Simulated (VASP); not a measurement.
**Lu: relaxation of shape and atoms at fixed volume with LDA**

Crystal: Lu.

```
Lu
1.0
     3.31950    0.00000    0.00000
    -1.65975    2.87477    0.00000
     0.00000    0.00000    5.16563
Lu
2
Direct
  0.33333 0.66667 0.25000
  0.66667 0.33333 0.75000
```

The cell isn't the ideal one: a relaxed cell with its volume scaled by 0.94.

- Program: VASP 6.6.1
- Task: relaxation of shape and atoms at fixed volume
- Functional: LDA
- Potentials or basis: VASP PAW PBE potentials, release 64 (Lu)
- Cutoff: 600 eV
- k mesh: 12 × 12 × 7
- Occupations: methfessel-paxton, width 0.1 eV
- Spin: no spin polarisation
- Further INCAR settings: ALGO = Fast; EDIFF = 1e-07; IBRION = 2; EDIFFG = -0.01; NSW = 40; ISIF = 4

```json
{"Energy gained by relaxing": "0.1 meV/atom", "Ionic steps": "4", "Pressure after relaxing": "3.6 GPa", "Band gap on the k mesh": "none (metal or under the smearing width)"}
```

The path:
```
step  energy change (eV)  largest force (eV/Å)  pressure (GPa)
   1              0.0000                0.0000            3.38
   2             -0.0002                0.0000            3.59
   3             -0.0002                0.0000            3.58
   4             -0.0002                0.0000            3.56
```

Final structure:
```
Lu
1.0
     3.31289    0.00000    0.00000
    -1.65644    2.86905    0.00000
     0.00000    0.00000    5.18626
Lu
2
Direct
  0.33333 0.66667 0.25000
  0.66667 0.33333 0.75000
```

Levels at points of the mesh, in eV from the Fermi level:
```csv
k point,band 23,band 24,band 25,band 26,band 27,band 28
"(0.00, 0.00, 0.00)",-4.63,-2.73,1.42,2.22,2.22,2.71
"(0.50, 0.00, 0.00)",-2.42,-1.74,-1.16,0.00,1.84,1.91
```

Run time: 7.8 min on 1 thread of Intel(R) Xeon(R) 6975P-C (Granite Rapids) (shared host), peak memory 0.26 GiB.

Caveat: the PAW data sets were made with another functional, which shifts forces and pressure a little. Spin-orbit coupling is left out, which matters for the levels of Lu.
